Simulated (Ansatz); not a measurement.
Geometry optimisation, DFT PBE-D3(BJ), scalar-relativistic, plane waves, PAW (Ansatz).

Input file:

```yaml
crystal:
  lattice:
    - [0.054878, 6.18615, 6.19288]
    - [0.054878, -6.18615, 6.19288]
    - [7.1366, 0.0, 0.0]
  atoms:
    - { symbol: Si, position: [0.17782004, 0.89454004, 0.64595005] }
    - { symbol: Si, position: [0.35546002, 0.07218002, 0.10405002] }
    - { symbol: Si, position: [0.32218004, 0.60546004, 0.85405004] }
    - { symbol: Si, position: [0.14454002, 0.42782002, 0.39595003] }
    - { symbol: Si, position: [0.36229502, 0.17837502, 0.51357502] }
    - { symbol: Si, position: [0.57162504, 0.38770504, 0.73642504] }
    - { symbol: Si, position: [0.13770502, 0.32162502, 0.98642502] }
    - { symbol: Si, position: [0.92837504, 0.11229504, 0.76357505] }
    - { symbol: O, position: [0.75000004, 0.25000004, 0.25000005] }
    - { symbol: O, position: [0.50000002, 2.0e-08, 2.0e-08] }
    - { symbol: O, position: [0.00863003, 0.74137003, 0.12500003] }
    - { symbol: O, position: [0.49137005, 0.75863005, 0.37500006] }
    - { symbol: O, position: [0.59694004, 0.34326004, 0.95380004] }
    - { symbol: O, position: [0.40674002, 0.15306002, 0.29620003] }
    - { symbol: O, position: [0.90306004, 0.15674004, 0.54620005] }
    - { symbol: O, position: [0.09326002, 0.34694002, 0.20380002] }
    - { symbol: O, position: [0.31018001, 0.01782001, 0.60300001] }
    - { symbol: O, position: [0.23218005, 0.93982005, 0.14700005] }
    - { symbol: O, position: [0.18982003, 0.48218003, 0.89700003] }
    - { symbol: O, position: [0.26782003, 0.56018003, 0.35300004] }
    - { symbol: O, position: [0.27751002, 0.20139002, 0.97215002] }
    - { symbol: O, position: [0.04861004, 0.97249004, 0.77785005] }
    - { symbol: O, position: [0.22249002, 0.29861002, 0.52785002] }
    - { symbol: O, position: [0.45139004, 0.52751004, 0.72215004] }
    - { symbol: Si, position: [0.67782004, 0.39454004, 0.14595005] }
    - { symbol: Si, position: [0.85546006, 0.57218006, 0.60405007] }
    - { symbol: Si, position: [0.82218004, 0.10546004, 0.35405004] }
    - { symbol: Si, position: [0.64454006, 0.92782006, 0.89595007] }
    - { symbol: Si, position: [0.86229506, 0.67837506, 0.01357507] }
    - { symbol: Si, position: [0.07162504, 0.88770504, 0.23642504] }
    - { symbol: Si, position: [0.63770506, 0.82162506, 0.48642507] }
    - { symbol: Si, position: [0.42837504, 0.61229504, 0.26357505] }
    - { symbol: O, position: [0.25000004, 0.75000004, 0.75000005] }
    - { symbol: O, position: [2.0e-08, 0.50000002, 0.50000002] }
    - { symbol: O, position: [0.50863003, 0.24137003, 0.62500003] }
    - { symbol: O, position: [0.09694004, 0.84326004, 0.45380004] }
    - { symbol: O, position: [0.90674006, 0.65306006, 0.79620007] }
    - { symbol: O, position: [0.40306004, 0.65674004, 0.04620005] }
    - { symbol: O, position: [0.59326006, 0.84694006, 0.70380007] }
    - { symbol: O, position: [0.81018005, 0.51782005, 0.10300006] }
    - { symbol: O, position: [0.73218005, 0.43982005, 0.64700005] }
    - { symbol: O, position: [0.68982007, 0.98218007, 0.39700008] }
    - { symbol: O, position: [0.99137005, 0.25863005, 0.87500006], spin: 1.0 }
    - { symbol: O, position: [0.77751006, 0.70139006, 0.47215007] }
    - { symbol: O, position: [0.54861004, 0.47249004, 0.27785005] }
    - { symbol: O, position: [0.72249006, 0.79861006, 0.02785007] }
    - { symbol: O, position: [0.95139004, 0.02751004, 0.22215004] }
magnetization:
  spin_polarized: true
total_charge: 1
basis:
  ecutwfc: 420.0
kpoints:
  mp_grid: { grid: [1, 1, 2] }
hamiltonian:
  xc: pbe
  dispersion: d3bj
  pseudopotentials: { kind: paw, azcp: { folder: soft_1 } }
scf:
  occupations: { method: gaussian, width: 0.02 }
  lower_state_search: "off"
relax:
  f_tol: 0.03
  max_steps: 60
  adjacent_minimum: "off"
```

Launched with:

```bash
$ ansatz run input.yaml --threads 4 --pin off --max-ram 10240MiB --backend cpu --events-out ev --progress --plain --runs-dir out
```

Question: Where does it end, and by what steps?

Answer: The forces met the threshold. Limits of this set-up: coarse k mesh, a small cell, in which the defect meets its images, a typed lattice constant that wasn't relaxed here, charged cell in a uniform background, uncorrected. After 5 steps the energy has fallen by 0.674 eV; O15 moved furthest, 0.22 Å.

```csv
step,energy less start (eV),largest force component (eV/Å),accepted
0,0.0000,1.564,yes
1,-0.2814,1.174,yes
2,-0.6073,0.355,yes
3,-0.6655,0.074,yes
4,-0.6694,0.095,yes
5,-0.6738,0.011,yes
```

```xyz
47
Lattice="0.0549 6.1861 6.1929 0.0549 -6.1861 6.1929 7.1366 0.0000 0.0000" Properties=species:S:1:pos:R:3
Si 4.677 -4.407 6.624
Si 0.770 1.714 2.687
Si 6.173 -1.741 5.696
Si 2.890 -1.727 3.514
Si 3.718 1.143 3.349
Si 5.307 1.140 5.926
Si 7.107 -1.163 2.795
Si 5.537 5.080 6.436
O 1.815 3.120 6.268
O 0.007 3.051 3.244
O 0.910 -4.458 4.696
O 2.777 -1.699 7.697
O 6.863 1.604 5.790
O 2.136 1.494 3.523
O 4.034 4.544 6.375
O 1.540 -1.513 2.634
O 4.316 1.846 2.019
O 1.141 -4.302 7.300
O 6.501 -1.880 4.108
O 2.542 -1.805 5.091
O 6.899 0.451 2.913
O 5.678 -5.696 6.307
O 3.895 -0.475 3.198
O 5.180 -0.481 5.981
Si 1.090 1.745 6.667
Si 4.359 1.724 8.854
Si 2.534 4.431 5.714
Si 6.484 -1.755 9.727
Si 0.146 1.175 9.613
Si 1.747 -5.006 5.971
Si 3.458 -1.142 9.047
Si 1.949 -1.121 6.423
O 5.441 -3.080 6.186
O 3.603 -3.085 3.068
O 4.511 1.733 4.638
O 3.314 -4.626 5.781
O 5.706 1.504 9.739
O 0.376 -1.512 6.594
O 5.047 -1.575 9.068
O 0.749 1.785 8.254
O 4.698 1.781 7.275
O 2.758 -1.867 10.304
O 6.385 4.448 7.645
O 3.354 0.471 9.168
O 2.087 0.500 6.345
O 0.310 -0.480 9.590
O 1.634 5.736 6.097
```

Whether the end is a true minimum wasn't checked by a vibrational analysis.

The run took 42 s on 4 threads of Arm Neoverse V2, on a shared host, peak memory 1.7 GiB.
